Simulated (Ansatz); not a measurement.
# Ga (P6/mmm) in Ansatz: reference runs

Aim: a first look at Ga with PBE, on the cell as given and on a disturbed one.

All numbers are computed with Ansatz 0.2.0; they aren't measurements. Logs are shortened: lines on timing, memory, paths and dates and some standing lists are left out, and cuts for length are marked.

**1. The structure**

Symmetry: P6/mmm, No. 191, hexagonal system. Conventional cell: a = 4.449 Å, b = 4.449 Å, c = 2.765 Å, α = 90.00°, β = 90.00°, γ = 120.00°. Ga (site symmetry -6m2) is surrounded by 5 Ga at 2.57 to 2.77 Å.

The cell was built by a generator and needn't be a form met in nature.

**2. Single point, PBE**

input.yaml

```yaml
crystal:
  lattice:
    - [4.44947, 0.0, 0.0]
    - [-2.22474, 3.85336, 0.0]
    - [0.0, 0.0, 2.7652]
  atoms:
    - { symbol: Ga, position: [0.33333, 0.66667, 0.5] }
    - { symbol: Ga, position: [0.66667, 0.33333, 0.5] }
hamiltonian:
  xc: pbe
  pseudopotentials: { kind: paw }
kpoints:
  mp_grid: { grid: [7, 7, 10] }
scf:
  occupations: { method: fermi_dirac, width: 0.05 }
output:
  forces: true
  stress: true
  eigenvalues: true
```

Potentials or basis: Ansatz PAW.

Started as:

```sh
> ansatz run input.yaml --threads 2 --pin off --max-ram 5632MiB --backend cpu --events-out ev --progress --plain --runs-dir out
```

Log:

```text
Warning: the atoms were moved onto the symmetric positions of the space group found under crystal.symmetry.tolerance 1.0e-5 (fractional; no operation is sought that the atoms, as they stand in a round, miss by more than twice it, and no atom is moved by as much as it), and the run uses the moved positions. Before a round's move an operation carried an atom to 4.45e-5 Å from where it should land, the largest such distance. Atom 0 (counting from 0) moved farthest, by 2.57e-5 Å; the longest move in fractions of the cell, of whichever atom, is 0.47 of the tolerance, in 1 round. To run the atoms as typed, lower crystal.symmetry.tolerance until the operations that they miss are no longer found, or set crystal.symmetry.detect: false (a key that needs symmetry detection or time reversal refuses this as the deck is read). The positions used, in the order of the run's atom list: position: [0.3333333333333333, 0.6666666666666666, 0.5]; position: [0.6666666666666666, 0.3333333333333333, 0.5]; The lattice was moved too: crystal.lattice keeps the space group found at crystal.symmetry.tolerance 1.0e-5 only nearly: the operation that it misses by the most changes a squared length by the fraction 3.97e-6. The run uses the lattice that is a stretch of the typed one, with no rotation, onto the one that keeps every operation to a double's rounding (on a very oblique basis the stretch itself rounds by more); the deck's lattice vector that moved farthest moved by 4.49e-6 Å. To run the lattice as typed, set crystal.symmetry.tolerance under 1.37e-6, the least fraction by which an operation that the lattice misses changes a squared length (the same key also sets how far an atom may lie from its image, so lowering it can lose operations that the atoms keep only within it), or set crystal.symmetry.detect: false, as for the atoms. crystal.lattice made exact, in Å and degrees: [[4.449473433286797, 2.886751346123012e-6, 0.0], [-2.224739216643399, 3.853355583314658, 0.0], [0.0, 0.0, 2.7652]]. Pasted over the deck's crystal.lattice, beside positions in fractional coordinates, it runs the same cell (given as lengths and angles, that cell in the form's own orientation, a rigid turn of the misfit's size from the one run here, for which a checkpoint.post_process_only pass over this run's state can be refused: where this run relaxes nothing, give such a pass this deck's own crystal.lattice, as typed; behind a relaxation, as crystal.lattice, the state's own cell, identity.cell in its checkpoint.json), and a matrix so pasted ends this notice, except on a very skew basis of the lattice, where the rounding of the pasted numbers themselves can read as a misfit: the cell is then moved again, and that move is told again. The lattice as run is in this notice's lattice.as_run_ang field (Run.prep()["deck_notices"] in Python, the deck_notice line of an events file, deck_notices of ansatz run --dry-run=json, or deck_notices in record.json in the deck's checkpoint.write directory).
Warning: RAYON_NUM_THREADS=2 ignored (pool sized by the plan → 2); use --threads N
Engine: ansatz 0.2.0, aarch64-unknown-linux-gnu
Pseudopotentials: kind: paw
Pseudopotential: Ga, paw, valence charge 13, recommended cutoff 420 eV (normal), Ga.paw.azcp
Functional definition: PBE
  parameter kappa = 0.804
  parameter beta = 0.06672455060314922
  exchange = pbe_x(kappa = kappa, mu = beta*pi^2/3)
  correlation = pbe_c(beta = beta)
Crystal: 2 atoms, lattice volume = 47.410 Å³
Basis set: ecut = 420 eV, 939 PW (Γ), exchange–correlation on 60×60×40 points (8 copies of the dense FFT grid, shifted against one another)
Bands: 17, of which v1, the nominal top of the filled ones, is band 13 counted from 1 (12 counted from 0)
Symmetry: 24 space group operations
Space group: P6/mmm (ITA 191), of the structure as read, at distance tolerance 3.6e-5 Å
k-points: 48 of 490
Non-local potential: Ga, projectors of the file, l = 0: 2, l = 1: 2, l = 2: 3, l = 3: 1
PAW form: soft (Blöchl's): semilocal exchange-correlation on the pseudo side does not see the compensation charge
PAW one-centre angular grid: Ga, 590 points (default); XC on 64 Gauss nodes
Initial density: superposition of atomic densities (neutral atoms: chi_scale 0, normalization atom), corrected by the library's trained network
Initial wavefunctions: pseudopotential atomic-orbital guess
Functional: x = pbe(κ = 0.804, μ = 0.2195149727645171), c = pbe(β = 0.06672455060314922)
SCF iter   1: F=—  HF=-7565.787617 eV  |F-HF|=—  |Δ(HF+E_count)|=         —  Δρ=2.00e-3  dr2=2.35e-3  ethr=1.77e-3  ⟨swp⟩=5.6  Hψ=3710  notcnv=0
preconditioner: auto → LDOS  [metal: Δε(μ)=0.091 eV  Ē_g=16.707 eV  σ=0.050 eV  W_gap=0.38  n_scr=8 (ndim 8)  ℏωp=27.5 eV  f_vac=0.096  D(μ)=0.77/eV (n_scr^D=6)  β→1.0]
SCF iter   2: F=—  HF=-7565.787058 eV  |F-HF|=—  |Δ(HF+E_count)|=   5.59e-4  Δρ=1.55e-3  dr2=6.01e-4  ethr=9.05e-6  ⟨swp⟩=2.0  Hψ=2004  notcnv=0  defer=1
SCF iter   3: F=—  HF=-7565.786813 eV  |F-HF|=—  |Δ(HF+E_count)|=   2.45e-4  Δρ=5.74e-4  dr2=9.43e-5  ethr=2.31e-6  ⟨swp⟩=2.0  Hψ=1457  notcnv=0  defer=1
SCF iter   4: F=—  HF=-7565.786694 eV  |F-HF|=—  |Δ(HF+E_count)|=   1.18e-4  Δρ=1.34e-4  dr2=5.63e-6  ethr=3.63e-7  ⟨swp⟩=2.0  Hψ=1416  notcnv=0  defer=1
SCF iter   5: F=—  HF=-7565.786690 eV  |F-HF|=—  |Δ(HF+E_count)|=   4.02e-6  Δρ=2.69e-5  dr2=2.18e-7  ethr=2.17e-8  ⟨swp⟩=2.0  Hψ=1439  notcnv=0  defer=1
SCF iter   6: F=-7565.786690 eV  HF=-7565.786690 eV  |F-HF|=8.38e-10  |Δ(HF+E_count)|=   8.10e-8  Δρ=1.77e-6  dr2=1.26e-9  ethr=3.85e-10  ⟨swp⟩=5.1  Hψ=3682  notcnv=0
SCF 1 converged in 6 iterations: F = -7565.786690 eV  dr2 = 1.26e-9
SCF converged after 6 iterations
Free energy (F): -7565.786690 eV
Harris-Foulkes:  -7565.786690 eV  (|F-HF|=8.38e-10)
Internal energy: -7565.780476 eV  (E = F + TS)
E sigma→0 (E₀):  -7565.783583 eV
Entropy (-TS):   -0.006214 eV (-3.107 meV/atom)
Fermi energy:    6.746024 eV
--- Per-component energies (eV) ---
  E_band       = -145.688211
  E_kinetic    = 229.163521
  E_local      = -4194.941960  (includes V_loc(G=0)·N_el)
  E_nonlocal   = 843.698741
  E_hartree    = 1951.221714
  E_xc         = -138.259166
  E_vxc        = -115.622109  (∫ρ·V_xc dr)
  E_paw        = -3970.584817  (= ΣΔE_a)
  E_vpaw       = -810.428653  (= ΣTr[D̂ρ^β])
  E_aug_tail   = -0.000274  (compensation charges beyond the density's cutoff)
  E_ewald      = -2286.078234
  E_smearing   = -0.006214  (= −TS)
  E_closure    = -0.000000  (closes the sum)
  Σ components = -7565.786690   (vs F -7565.786690, Δ=0.00e0)
--- Forces (eV/Å), atoms counted from 1 ---
  atom   1  Ga     0.00000000    -0.00000000     0.00000000
  atom   2  Ga    -0.00000000     0.00000000     0.00000000
  max |Σ_I F_I| component: 1.85e-17 eV/Å
--- Stress (GPa, compression-positive) ---
        0.560906      -0.000000       0.000000
        0.000000       0.560906       0.000000
        0.000000       0.000000      -0.762487
  P = ⅓ Tr σ = 0.1198 GPa (1.198 kbar)
--- Band table (eV; the first three rows and the last of 48) ---
  k-point 0: bands = ["-8.3695", "-8.1487", "-8.1206", "-8.1206", "-8.0089", "-8.0089", "-7.9680", "-7.9680", "-7.8625", "-7.8625", "-3.2610", "5.2669", "6.1982", "6.1982", "9.9460", "9.9460", "12.9014"]
  k-point 1: bands = ["-8.3395", "-8.1196", "-8.1196", "-8.1094", "-8.0264", "-8.0264", "-7.9662", "-7.9662", "-7.8740", "-7.8740", "-3.0668", "5.4384", "6.3920", "6.3920", "10.1373", "10.1373", "12.9886"]
  k-point 2: bands = ["-8.2632", "-8.1198", "-8.1198", "-8.0688", "-8.0688", "-8.0063", "-7.9621", "-7.9621", "-7.9033", "-7.9033", "-2.4804", "5.9620", "6.9534", "6.9534", "9.9536", "10.7027", "10.7027"]
  k-point 47: bands = ["-8.2689", "-8.2410", "-8.1381", "-8.1282", "-8.1028", "-8.0792", "-7.9563", "-7.7914", "-7.7848", "-7.7349", "2.7997", "3.8526", "4.9768", "5.9776", "6.8192", "11.2520", "14.3847"]
```

It took 1.4 s on 2 threads of Arm Neoverse V1, shared host; peak memory 0.32 GiB.

What came out:

```yaml
Free_energy: -7565.7867 eV
Pressure: 0.1 GPa
Band_gap_on_the_k_mesh: none (metal or under the smearing width)
```

Stress tensor (GPa, compression positive):
```
 0.56  0.00  0.00
 0.00  0.56  0.00
 0.00  0.00 -0.76
```

**3. Single point, PBE (atoms moved at random, drawn with an rms of 0.05 Å)**

Changes to input.yaml since step 2:

```diff
@@ -6,4 +6,4 @@
   atoms:
-    - { symbol: Ga, position: [0.33333, 0.66667, 0.5] }
-    - { symbol: Ga, position: [0.66667, 0.33333, 0.5] }
+    - { symbol: Ga, position: [0.339631, 0.662689, 0.516717] }
+    - { symbol: Ga, position: [0.682356, 0.342656, 0.489565] }
 hamiltonian:
@@ -19 +19,5 @@
   eigenvalues: true
+  write_density: true
+  write_potential: true
+  elf: true
+  volumetric_format: npy
```

Potentials or basis: Ansatz PAW.

Started as:

```sh
> ansatz run input.yaml --threads 2 --pin off --max-ram 5632MiB --backend cpu --events-out ev --progress --plain --runs-dir out
```

Log:

```text
Warning: RAYON_NUM_THREADS=2 ignored (pool sized by the plan → 2); use --threads N
Engine: ansatz 0.2.0, aarch64-unknown-linux-gnu
Pseudopotentials: kind: paw
Pseudopotential: Ga, paw, valence charge 13, recommended cutoff 420 eV (normal), Ga.paw.azcp
Functional definition: PBE
  parameter kappa = 0.804
  parameter beta = 0.06672455060314922
  exchange = pbe_x(kappa = kappa, mu = beta*pi^2/3)
  correlation = pbe_c(beta = beta)
Crystal: 2 atoms, lattice volume = 47.410 Å³
Basis set: ecut = 420 eV, 939 PW (Γ), exchange–correlation on 60×60×40 points (8 copies of the dense FFT grid, shifted against one another)
Bands: 17, of which v1, the nominal top of the filled ones, is band 13 counted from 1 (12 counted from 0)
Symmetry: 2 space group operations
Space group: P-1 (ITA 2), of the structure as read, at distance tolerance 3.6e-5 Å
k-points: 246 of 490
[... 27 lines left out ...]
  E_hartree    = 1951.464642
  E_xc         = -138.262322
  E_vxc        = -115.625861  (∫ρ·V_xc dr)
  E_paw        = -3970.581373  (= ΣΔE_a)
  E_vpaw       = -810.421234  (= ΣTr[D̂ρ^β])
  E_aug_tail   = -0.000264  (compensation charges beyond the density's cutoff)
  E_ewald      = -2285.816881
  E_smearing   = -0.006545  (= −TS)
  E_closure    = 0.000000  (closes the sum)
  Σ components = -7565.780465   (vs F -7565.780465, Δ=0.00e0)
--- Forces (eV/Å), atoms counted from 1 ---
  atom   1  Ga     0.07248663     0.24101495     0.01607285
  atom   2  Ga    -0.07248663    -0.24101495    -0.01607285
  max |Σ_I F_I| component: 0.00e0 eV/Å
--- Stress (GPa, compression-positive) ---
        1.617977       0.267280       0.015896
        0.267280      -0.355232       0.052224
        0.015896       0.052224      -0.798809
  P = ⅓ Tr σ = 0.1546 GPa (1.546 kbar)
--- Band table (eV; the first three rows and the last of 246) ---
  k-point 0: bands = ["-8.3697", "-8.1506", "-8.1304", "-8.1136", "-8.0204", "-8.0051", "-7.9702", "-7.9595", "-7.8733", "-7.8524", "-3.2619", "5.2677", "6.0649", "6.3391", "9.7798", "10.1115", "12.8979"]
  k-point 1: bands = ["-8.3400", "-8.1295", "-8.1124", "-8.1116", "-8.0377", "-8.0207", "-7.9699", "-7.9582", "-7.8849", "-7.8635", "-3.0677", "5.4392", "6.2588", "6.5331", "9.9713", "10.3024", "12.9873"]
  k-point 2: bands = ["-8.2646", "-8.1302", "-8.1117", "-8.0802", "-8.0612", "-8.0110", "-7.9654", "-7.9539", "-7.9141", "-7.8920", "-2.4812", "5.9627", "6.8199", "7.0957", "9.9527", "10.5369", "10.8671"]
  k-point 245: bands = ["-8.3169", "-8.2582", "-8.2436", "-8.0904", "-8.0387", "-8.0009", "-7.9043", "-7.8935", "-7.8666", "-7.7889", "-1.7868", "0.9385", "4.5815", "8.7620", "11.5772", "14.3123", "14.8756"]
```

rho_z.tsv:

```text
# z_ang	rho[e/angstrom^3]
# format = ansatz-planar-average/11
# lattice	4.449470000	0.000000000	0.000000000
# lattice	-2.224740000	3.853360000	0.000000000
# lattice	0.000000000	0.000000000	2.765200000
# sites	2
# site	31	0.036867220	2.553579285	1.428825848
# site	31	2.273802042	1.320376924	1.353745138
0.000000	9.017515e-2
0.138260	9.327631e-2
0.276520	1.038460e-1
0.414780	1.240273e-1
0.553040	1.579723e-1
0.691300	2.146416e-1
[... 12 lines left out ...]
2.488680	1.057886e-1
2.626940	9.417125e-2
```

v_z.tsv:

```text
# z_ang	v_es[eV]	v_tot[eV]
# format = ansatz-planar-average/11
# xc	pbe
# density_cutoff_ev	1680
# datasets	Ga=:simpson_from_first_knot:soft
# lattice	4.449470000	0.000000000	0.000000000
# lattice	-2.224740000	3.853360000	0.000000000
# lattice	0.000000000	0.000000000	2.765200000
# sites	2
# site	31	0.036867220	2.553579285	1.428825848
# site	31	2.273802042	1.320376924	1.353745138
0.000000	9.046511e0	1.959973e0
0.138260	8.908635e0	1.796623e0
0.276520	8.446614e0	1.200048e0
0.414780	7.576371e0	1.080086e-3
0.553040	6.175183e0	-1.915734e0
0.691300	4.450686e0	-4.283784e0
[... 12 lines left out ...]
2.488680	8.363028e0	1.086851e0
2.626940	8.868888e0	1.748014e0
```

It took 8.5 s on 2 threads of Arm Neoverse V1, shared host; peak memory 0.43 GiB.

What came out:

```yaml
Free_energy: -7565.7805 eV
Pressure: 0.2 GPa
Largest_force: 0.252 eV/Å
Band_gap_on_the_k_mesh: none (metal or under the smearing width)
```

Forces on the atoms (eV/Å):
```
Ga   0.072  0.241  0.016
Ga  -0.072 -0.241 -0.016
```

Stress tensor (GPa, compression positive):
```
 1.62  0.27  0.02
 0.27 -0.36  0.05
 0.02  0.05 -0.80
```

Levels at points of the mesh, in eV from the Fermi level:
| k point | band 9 | band 10 | band 11 | band 12 | band 13 | band 14 | band 15 | band 16 | band 17 |
| --- | --- | --- | --- | --- | --- | --- | --- | --- | --- |
| (0.00, 0.00, 0.00) | -14.63 | -14.60 | -10.01 | -1.48 | -0.69 | -0.41 | 3.03 | 3.36 | 6.15 |
| (0.00, 0.00, -0.50) | -14.69 | -14.49 | -5.90 | -3.70 | 2.36 | 2.68 | 2.78 | 3.57 | 6.50 |
